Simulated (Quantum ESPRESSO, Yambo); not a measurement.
# TePb (Fm-3m): G0W0 in Yambo against the bands

How does the gap of TePb (Fm-3m) converge in the bands?

Main program and level: Yambo 5.3.0; PBE and many-body steps on it, plane waves.

### Step 1. The structure

Symmetry: Fm-3m, No. 225, cubic system. The conventional cell has a = 6.462 Å, b = 6.462 Å, c = 6.462 Å, α = 90.00°, β = 90.00°, γ = 90.00°. Te has 6 Pb at 3.23 Å nearest. Nearest to Pb lie 6 Te at 3.23 Å. Farther neighbours and most contacts between anions are not listed.

As a file:

```cif
data_structure
_symmetry_space_group_name_H-M 'Fm-3m'
_symmetry_Int_Tables_number 225
_cell_length_a 6.4620
_cell_length_b 6.4620
_cell_length_c 6.4620
_cell_angle_alpha 90.000
_cell_angle_beta 90.000
_cell_angle_gamma 90.000
_cell_volume 269.84
loop_
_atom_site_label
_atom_site_type_symbol
_atom_site_symmetry_multiplicity
_atom_site_Wyckoff_symbol
_atom_site_fract_x
_atom_site_fract_y
_atom_site_fract_z
_atom_site_occupancy
Te1 Te 4 b 0.50000 0.00000 0.00000 1
Pb1 Pb 4 a 0.00000 0.00000 0.00000 1
```

The cell and positions come from the Crystallography Open Database and are kept as given unless a step says otherwise. Spin-orbit coupling is left out unless a step names it.

### Step 2. 39 bands

This step: Yambo 5.3.0; G0W0 on PBE, plane waves, norm-conserving pseudopotentials.

G0W0 replaces the xc potential by the self-energy, built once from these orbitals. Only a window of levels is corrected, while the sums run over the empty bands that the input names.

File gw1.in:

```
HF_and_locXC
gw0
dyson
ppa
em1d
rim_cut
RandQpts= 1000000
RandGvec= 1 RL
EXXRLvcs= 88 Ry
VXCRLvcs= 352 Ry
Chimod= "HARTREE"
% BndsRnXp
 1 | 39 |
%
NGsBlkXp= 11 Ry
% LongDrXp
 1 | 1 | 1 |
%
% GbndRnge
 1 | 39 |
%
DysSolver= "n"
ExtendOut
PPAPntXp= 27.21138 eV
% QPkrange
 3 | 3 | 22 | 25 |
 1 | 1 | 22 | 25 |
%
```

Command:

```bash
OMP_NUM_THREADS=1 mpirun -n 4 yambo -F gw1.in -J gw1 -C gw1 > gw1.log
```

Output:

```text
 Yambo, version 5.3.0

 [02] CORE Variables Setup
 =========================

  [... cell, symmetries and grids as in the set-up ...]

  [02.05] Energies & Occupations
  ==============================

  [X] === General ===
  [X] Electronic Temperature                        :  0.000000  0.000000 [eV K]
  [X] Bosonic    Temperature                        :  0.000000  0.000000 [eV K]
  [X] Finite Temperature mode                       : no
  [X] El. density                                   :  0.68189E+24 [cm-3]
  [X] Fermi Level                                   :  10.58492 [eV]

  [X] === Gaps and Widths ===
  [X] Conduction Band Min                           :  0.737770 [eV]
  [X] Valence Band Max                              :  0.000000 [eV]
  [X] Filled Bands                                  :  23
  [X] Empty Bands                                   :   24  304
  [X] Direct Gap                                    :  0.737770 [eV]
  [X] Direct Gap localized at k                     :  3
  [X] Indirect Gap                                  :  0.737770 [eV]
  [X] Indirect Gap between kpts                     :  3  3
  [X] Last valence band width                       :  2.797112 [eV]
  [X] 1st conduction band width                     :  3.341498 [eV]

 [03] Transferred momenta grid and indexing
 ==========================================

 IBZ Q-points                                      :   8
 BZ  Q-points                                      :   64

 K/Q-points units:
 rlu = crystal or reduced units; cc = cartesian coordinates; iku = interal k-units

 Q [1]          [rlu]:  0.000000  0.000000  0.000000
 Q [2]          [rlu]:  0.12654E-17  0.12654E-17  0.25000
 Q [3]          [rlu]: -0.25308E-17 -0.25308E-17 -0.50000
 Q [4]          [rlu]:  0.72382E-17  0.25000      0.25000
 Q [5]          [rlu]:  0.11223E-16  0.25000      0.50000
 Q [6]          [rlu]: -0.25308E-17  0.25000     -0.25000
 Q [7]          [rlu]: -0.14476E-16 -0.50000     -0.50000
 Q [8]          [rlu]:  0.250000 -0.500000 -0.250000

 [04] Coloumb potential Random Integration (RIM)
 ===============================================

  [04.01] RIM initialization
  ==========================

  * Diagonal components only detected *

  8 x (sBL volume)        :  0.068110 [a.u.]
  sBZ random points       :  1000000
  Points outside the sBZ  :   7968281
  RL volume               :  0.544882 [a.u.]
  Integrated volume       :  0.547051 [a.u.]

  [04.02] RIM integrals
  =====================

  Gamma point sphere radius             :  0.074078 [a.u.]
  Points outside the sphere             :   800476
  [Int_sBZ(q=0) 1/q^2]*(Vol_sBZ)^(-1/3) =:  7.776341
                                 should be <:  7.795600

  Summary of Coulomb integrals for non-metallic bands |Q|[au] RIM/Bare

  Q [1] 0.100000E-4 0.997530 * Q [2] 0.222800 1.068455
  Q [4] 0.257267 1.068048 * Q [6] 0.363830 1.030576
  Q [5] 0.426629 1.023062 * Q [3] 0.445599 1.020719
  Q [7] 0.514534 1.016898 * Q [8] 0.575266 1.013869

 [05] Dipoles
 ============

  [05.01] Setup: observables and procedures
  =========================================

  [WARNING] [x,Vnl] slows the Dipoles computation. To neglect it rename the ns.kb_pp file

 [06] Dynamic Dielectric Matrix (PPA)
 ====================================

 [WR./gw1//ndb.pp]---------------------------------------------------------------
  Brillouin Zone Q/K grids (IBZ/BZ)                :    8   64    8   64
  RL vectors                                       :   7631 [WF]
  Coulomb cutoff potential                         : none
  Electronic Temperature                           :  0.000000 [K]
  Bosonic    Temperature                           :  0.000000 [K]
  PPA    diel. fun.  energies                      : Perdew, Burke & Ernzerhof(X)+Perdew, Burke & Ernzerhof(C)
  wavefunctions                                    : Perdew, Burke & Ernzerhof(X)+Perdew, Burke & Ernzerhof(C)
  Global Gauge                                     : length
  X matrix size                                    :  307
  X band range                                     :    1   39
  X e/h energy range                               : -1.000000 -1.000000 [eV]
  X Time ordering                                  : R
  X Hxc Kernel                                     : HARTREE
  X Drude frequency                                :  0.000000  0.000000
  X poles                                          :  100.0000 [o/o]
  RL vectors in the sum                            :   7631
  [r,Vnl] included                                 : yes
  Field direction                                  :  0.577350E-5  0.577350E-5  0.577350E-5
  BZ energy Double Grid                            : no
  BZ energy DbGd points                            : 0
  BZ Q point size factor                           : -1.000000
  X Optical Averaged directions                    : none

 [07] Local Exchange-Correlation + Non-Local Fock
 ================================================

 [VXC] Plane waves :   50701
 [EXS] Plane waves :   6423

 QP @ state[ 1 ] K range:  1  1
 QP @ state[ 1 ] b range:  22  25
 QP @ state[ 2 ] K range:  3  3
 QP @ state[ 2 ] b range:  22  25

 [xc] Functional : Perdew, Burke & Ernzerhof(X)+Perdew, Burke & Ernzerhof(C)
 [xc] LIBXC used to calculate xc functional
  PP Number of Atomic Species                      :  2
  NLCC RL compoments                               :   50701
  PP Number of Atomic Species                      :  2
  NLCC RL compoments                               :   50701

 [xc] E_xc :  -36.33993 [Ha]
      E_xc :  -72.67985 [Ry]

  Local XC kind (lXC) : Perdew, Burke & Ernzerhof(X)+Perdew, Burke & Ernzerhof(C)
  Non-Local XC kind (nlXC) : Hartree-Fock

  Corrections @ K [1] :  [eV]
 <22|nlXC|22> = -14.28360  0.30823E-17 <22|lXC|22> = -12.32322  0.94384E-16
 <23|nlXC|23> = -14.28364 -0.19004E-16 <23|lXC|23> = -12.32322 -0.17776E-20
 <24|nlXC|24> = -7.103631 -0.19697E-17 <24|lXC|24> = -11.61031  0.94397E-16
 <25|nlXC|25> = -7.103486 -0.11723E-17 <25|lXC|25> = -11.61031 -0.94464E-16

  Corrections @ K [3] :  [eV]
 <22|nlXC|22> = -14.45697 -0.20204E-17 <22|lXC|22> = -12.69163  0.94413E-16
 <23|nlXC|23> = -13.78948 -0.40595E-17 <23|lXC|23> = -13.00956 -0.11786E-16
 <24|nlXC|24> = -7.211472 -0.18487E-17 <24|lXC|24> = -10.33769 -0.47187E-16
 <25|nlXC|25> = -7.562407  0.10682E-18 <25|lXC|25> = -10.66489 -0.94409E-16

 [08] Dyson equation: Newton solver
 ==================================

  [08.01] G0W0 (W PPA)
  ====================

  [  GW  ] Bands range     :    1   39
  [GW/PPA] G damping       :  0.100000 [eV]

  QP @ state[ 1 ] K range:  1  1
  QP @ state[ 1 ] b range:  22  25
  QP @ state[ 2 ] K range:  3  3
  QP @ state[ 2 ] b range:  22  25

   Sc/G bands                                       :    1   39
   Sc/G damping                                     :  0.100000 ev
   Sc bands terminator                              : no
   Sx RL components                                 :   6423

   QP @ state[ 1 ] K range                          :  1  1
   QP @ state[ 1 ] b range                          :  22  25
   QP @ state[ 2 ] K range                          :  3  3
   QP @ state[ 2 ] b range                          :  22  25
   GF energies kind                                 : Perdew, Burke & Ernzerhof(X)+Perdew, Burke & Ernzerhof(C)
   GF WF`s kind                                     : Perdew, Burke & Ernzerhof(X)+Perdew, Burke & Ernzerhof(C)
   Xs energies kind                                 : Perdew, Burke & Ernzerhof(X)+Perdew, Burke & Ernzerhof(C)
   Xs WF`s kind                                     : Perdew, Burke & Ernzerhof(X)+Perdew, Burke & Ernzerhof(C)

 [11] Game Over & Game summary
```

The job ended after 59 s (4 MPI ranks of Arm Neoverse V1, shared host; peak memory 2.2 GiB; 3.9 min of CPU time).

This step gave:

```
G0W0 gap on the points computed              : 0.7124 eV
starting gap on the mesh                     : 0.7378 eV
k of the valence top                         : 0, 0, -0.5
k of the conduction bottom                   : 0, 0, -0.5
least direct G0W0 gap on the computed points : 0.7124 eV
Z at the valence top                         : 0.7978
Z at the conduction bottom                   : 0.8069
```

The gap on the mesh goes from 0.74 eV to 0.71 eV, a correction of −0.03 eV.

### Step 3. 58 bands

gw2.in, as its differences from gw1.in of step 2:

```diff
@@ -12,3 +12,3 @@
 % BndsRnXp
- 1 | 39 |
+ 1 | 58 |
 %
@@ -19,3 +19,3 @@
 % GbndRnge
- 1 | 39 |
+ 1 | 58 |
 %
```

Command:

```bash
OMP_NUM_THREADS=1 mpirun -n 4 yambo -F gw2.in -J gw2 -C gw2 > gw2.log
```

Output:

```text
 Yambo, version 5.3.0

 [02] CORE Variables Setup
 =========================

  [... cell, symmetries and grids as in the set-up ...]

  [02.05] Energies & Occupations
  ==============================

  [X] === General ===
  [X] Electronic Temperature                        :  0.000000  0.000000 [eV K]
  [X] Bosonic    Temperature                        :  0.000000  0.000000 [eV K]
  [X] Finite Temperature mode                       : no
  [X] El. density                                   :  0.68189E+24 [cm-3]
  [X] Fermi Level                                   :  10.58492 [eV]

  [X] === Gaps and Widths ===
  [X] Conduction Band Min                           :  0.737770 [eV]
  [X] Valence Band Max                              :  0.000000 [eV]
  [X] Filled Bands                                  :  23
  [X] Empty Bands                                   :   24  304
  [X] Direct Gap                                    :  0.737770 [eV]
  [X] Direct Gap localized at k                     :  3
  [X] Indirect Gap                                  :  0.737770 [eV]
  [X] Indirect Gap between kpts                     :  3  3
  [X] Last valence band width                       :  2.797112 [eV]
  [X] 1st conduction band width                     :  3.341498 [eV]

 [03] Transferred momenta grid and indexing
 ==========================================

 IBZ Q-points                                      :   8
 BZ  Q-points                                      :   64

 K/Q-points units:
 rlu = crystal or reduced units; cc = cartesian coordinates; iku = interal k-units

 Q [1]          [rlu]:  0.000000  0.000000  0.000000
 Q [2]          [rlu]:  0.12654E-17  0.12654E-17  0.25000
 Q [3]          [rlu]: -0.25308E-17 -0.25308E-17 -0.50000
[...]
NLCC RL compoments                               :   50701
  PP Number of Atomic Species                      :  2
  NLCC RL compoments                               :   50701

 [xc] E_xc :  -36.33993 [Ha]
      E_xc :  -72.67985 [Ry]

  Local XC kind (lXC) : Perdew, Burke & Ernzerhof(X)+Perdew, Burke & Ernzerhof(C)
  Non-Local XC kind (nlXC) : Hartree-Fock

  Corrections @ K [1] :  [eV]
 <22|nlXC|22> = -14.28360  0.30823E-17 <22|lXC|22> = -12.32322  0.94384E-16
 <23|nlXC|23> = -14.28364 -0.19004E-16 <23|lXC|23> = -12.32322 -0.17776E-20
 <24|nlXC|24> = -7.103631 -0.19697E-17 <24|lXC|24> = -11.61031  0.94397E-16
[...]
Corrections @ K [3] :  [eV]
[...]
<24|nlXC|24> = -7.211472 -0.18487E-17 <24|lXC|24> = -10.33769 -0.47187E-16
 <25|nlXC|25> = -7.562407  0.10682E-18 <25|lXC|25> = -10.66489 -0.94409E-16

 [08] Dyson equation: Newton solver
 ==================================

  [08.01] G0W0 (W PPA)
  ====================

  [  GW  ] Bands range     :    1   58
  [GW/PPA] G damping       :  0.100000 [eV]

  QP @ state[ 1 ] K range:  1  1
  QP @ state[ 1 ] b range:  22  25
  QP @ state[ 2 ] K range:  3  3
  QP @ state[ 2 ] b range:  22  25

   Sc/G bands                                       :    1   58
   Sc/G damping                                     :  0.100000 ev
   Sc bands terminator                              : no
   Sx RL components                                 :   6423

   QP @ state[ 1 ] K range                          :  1  1
   QP @ state[ 1 ] b range                          :  22  25
   QP @ state[ 2 ] K range                          :  3  3
   QP @ state[ 2 ] b range                          :  22  25
   GF energies kind                                 : Perdew, Burke & Ernzerhof(X)+Perdew, Burke & Ernzerhof(C)
   GF WF`s kind                                     : Perdew, Burke & Ernzerhof(X)+Perdew, Burke & Ernzerhof(C)
   Xs energies kind                                 : Perdew, Burke & Ernzerhof(X)+Perdew, Burke & Ernzerhof(C)
   Xs WF`s kind                                     : Perdew, Burke & Ernzerhof(X)+Perdew, Burke & Ernzerhof(C)

 [11] Game Over & Game summary
```

Wall time 98 s (4 MPI ranks); peak memory 2.2 GiB; 6.5 min of CPU time.

This step gave:

| Property | Result |
| --- | --- |
| G0W0 gap on the points computed | 0.7929 eV |
| starting gap on the mesh | 0.7378 eV |
| k of the valence top | 0, 0, -0.5 |
| k of the conduction bottom | 0, 0, -0.5 |
| least direct G0W0 gap on the computed points | 0.7929 eV |
| Z at the valence top | 0.7988 |
| Z at the conduction bottom | 0.8078 |

Against the run before, the gap moves by +0.081 eV.

### Step 4. 94 bands

gw3.in, as its differences from gw2.in of step 3:

```diff
@@ -12,3 +12,3 @@
 % BndsRnXp
- 1 | 58 |
+ 1 | 94 |
 %
@@ -19,3 +19,3 @@
 % GbndRnge
- 1 | 58 |
+ 1 | 94 |
 %
```

Command:

```bash
OMP_NUM_THREADS=1 mpirun -n 4 yambo -F gw3.in -J gw3 -C gw3 > gw3.log
```

Output:

```text
 Yambo, version 5.3.0

 [02] CORE Variables Setup
 =========================

  [... cell, symmetries and grids as in the set-up ...]

  [02.05] Energies & Occupations
  ==============================

  [X] === General ===
  [X] Electronic Temperature                        :  0.000000  0.000000 [eV K]
  [X] Bosonic    Temperature                        :  0.000000  0.000000 [eV K]
  [X] Finite Temperature mode                       : no
  [X] El. density                                   :  0.68189E+24 [cm-3]
[...]
QP @ state[ 1 ] b range                          :  22  25
   QP @ state[ 2 ] K range                          :  3  3
   QP @ state[ 2 ] b range                          :  22  25
   GF energies kind                                 : Perdew, Burke & Ernzerhof(X)+Perdew, Burke & Ernzerhof(C)
   GF WF`s kind                                     : Perdew, Burke & Ernzerhof(X)+Perdew, Burke & Ernzerhof(C)
   Xs energies kind                                 : Perdew, Burke & Ernzerhof(X)+Perdew, Burke & Ernzerhof(C)
   Xs WF`s kind                                     : Perdew, Burke & Ernzerhof(X)+Perdew, Burke & Ernzerhof(C)

 [11] Game Over & Game summary
```

Wall time 2.8 min (4 MPI ranks); peak memory 2.3 GiB.

This step gave:

| Property | Result |
| --- | --- |
| G0W0 gap on the points computed | 0.8406 eV |
| starting gap on the mesh | 0.7378 eV |
| k of the valence top | 0, 0, -0.5 |
| k of the conduction bottom | 0, 0, -0.5 |
| least direct G0W0 gap on the computed points | 0.8406 eV |

Against the run before, the gap moves by +0.048 eV.

(Continued in part 2 of 2.)

[Paths, hosts, dates, memory and timing lines, banners, echoed tables and standing remarks are left out of the program output.]

[Logs are printed without paths, hosts, clocks, repeated set-up lines and the standing remarks that a program may print on its own settings, such as how far it seeks lower states.]

[Runs of the session that timed out or met a known fault of the program may be left out.]

[Hosts, paths, dates, database ids (printed as entryN), source tags and the programs' standing remarks are cut or masked in the printed files.]
